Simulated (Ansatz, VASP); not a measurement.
# Ag: VASP beside Ansatz

```xyz
1
Lattice="0.0000 2.0840 2.0431 2.0840 0.0000 2.0431 2.0840 2.0840 0.0000" Properties=species:S:1:pos:R:3 pbc="T T T"
Ag    0.0000    0.0000    0.0000
```

Change from the starting cell: equal xx and yy strain of +2 %, crystal datasets.

Alike in both runs: task electric field gradients; functional PBEsol; k mesh 15 × 15 × 15; occupations fermi-dirac, width 0.03 eV; no spin polarisation.

|  | VASP | Ansatz |
| --- | --- | --- |
| version | VASP 6.6.1 | Ansatz 0.2.0 |
| potentials or method | VASP PAW PBE potentials, release 64 (Ag), cutoff 520 eV | all-electron PAW with datasets made for the crystal, scalar-relativistic |

VASP gave:

| Item | Value |
| --- | --- |
| pressure (GPa) | -6.5 |
| largest component of the traceless stress (GPa) | 0.12 |
| Vzz of the field gradient on the site that differs most (V/Å²) | 2.2 |

Problem. Which values does Ansatz return?

Solution. Pressure (GPa): -6.4; largest component of the traceless stress (GPa): 0.13; Vzz of the field gradient on the site that differs most (V/Å²): 3.1.

Ansatz ran all-electron here, so the differences hold the error of VASP's frozen core and of both bases. Ansatz warned: «gradients_without_spin_orbit».

Caveats: the PAW data sets were made with another functional, which shifts forces and pressure a little (VASP).
